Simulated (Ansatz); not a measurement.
The parent structure is Sb$_{2}$Te$_{3}$ in the Bi2Te3 type structure (space group R-3m, No. 166; a = 4.2859 Å, c = 30.9304 Å (hexagonal axes)).

Computed with r2SCAN+rVV10 (Ansatz, a first-principles code, PAW, scalar-relativistic without spin-orbit coupling).

Before the change:

The gap character is direct at Γ.

Now apply this change: a hydrostatic pressure of 0.7 GPa.

Q: Estimate the effect on the gap character and mean gap deformation potential ΔEg/Δln V.

A: The gap character remains direct at Γ; the mean gap deformation potential ΔEg/Δln V amounts to +3.9 eV.

With Sb and Te present, leaving out spin-orbit coupling can change the band edges. Load acts through the strain it causes; cell and atoms are relaxed under it. No phonon test of stability was made.
